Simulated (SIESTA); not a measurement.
The system is MnO.

```
CELL_PARAMETERS angstrom
0.00000 2.22391 2.22391
2.22391 0.00000 2.22391
2.22391 2.22391 0.00000
ATOMIC_POSITIONS crystal
Mn 0.00000 0.00000 0.00000
O 0.50000 0.50000 0.50000
```

The cell is a database's computed one.

Base run:

| Item | Value |
| --- | --- |
| Program | SIESTA 5.4.2 |
| Functional | PBE |
| Potentials or basis | PseudoDojo 0.4 standard (PBE files) |
| Basis | TZP (energy shift 0.003 Ry; two zetas on semicore shells) |
| Grid cutoff | 800 Ry |
| Energy shift | 0.003 Ry |
| k mesh | 7 × 7 × 7 |
| Occupations | fermi-dirac, width 0.05 eV |
| Spin | collinear spin, ferromagnetic start |
| Starting moments | [4.0, 0.0] μB |

Its results: band gap on the k mesh none (metal or under the smearing width); pressure 1.1 GPa; net moment 4.82 μB per cell; site moments Mn +4.60; O +0.21 μB.

The run is repeated on the same cell with these changes: basis from TZP (energy shift 0.003 Ry; two zetas on semicore shells) to SZP (energy shift 0.003 Ry). What comes out?

Band gap on the k mesh none (metal or under the smearing width); pressure 3.7 GPa; net moment 4.74 μB per cell; site moments Mn +4.51; O +0.24 μB.

Caveats: short orbitals over semicore shells can move pressures by several GPa; the basis of atomic orbitals isn't converged, which shifts pressures, moduli and gaps; a cell with one magnetic atom can't hold antiferromagnetic order, which such compounds often take; semilocal functionals often make such compounds metallic where correlation or magnetic order opens a gap, which also shifts bond lengths.
